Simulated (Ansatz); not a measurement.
A run of Ansatz 0.2.0 is set up as follows.

File input.yaml:

```yaml
crystal:
  lattice:
    - [0.0, 2.0970013927, 2.0970013927]
    - [2.0970013927, 0.0, 2.0970013927]
    - [2.0970013927, 2.0970013927, 0.0]
  atoms:
    - { symbol: Mg, position: [0.0, 0.0, 0.0] }
    - { symbol: O, position: [0.5, 0.5, 0.5] }
hamiltonian:
  xc: pbe
  pseudopotentials: { kind: paw }
kpoints:
  mp_grid: { grid: [11, 11, 11] }
scf:
  occupations: { method: gaussian, width: 0.012 }
output:
  forces: true
  stress: true
  eigenvalues: true
```

Potentials or basis: Ansatz PAW.

Run with:

```console
$ ansatz run input.yaml --threads 2 --pin off --max-ram 5632MiB --backend cpu --events-out ev --progress --plain --runs-dir out
```

Problem. What does it give for the band gap on the k mesh?

Solution. 4.87 eV, direct.

Problem. Estimate the pressure.

Solution. 6.9 GPa.

Caveat: odd divisions of the mesh miss points on the zone boundary, where band edges often lie, so the gap on the mesh can be too wide; the pressure holds a Pulay correction of +0.6 GPa for the finite cutoff.

**The experiment to reproduce.**

“Electronic structure of alkaline earth and post-transition metal oxides”, 2009, arxiv:0908.1581 quotes, for a bulk crystal of MgO: band gap 7.83 eV.

A measured gap of MgO is 7.83 eV (quoted in “Electronic structure of alkaline earth and post-transition metal oxides”, 2009, arxiv:0908.1581); the calculated 4.87 eV misses it by -2.96 eV. The value is that of PBE, without temperature or zero-point motion. Semilocal functionals fall short of measured gaps as a rule. The cell is a database's relaxed one, not the measured one, which moves gaps too.
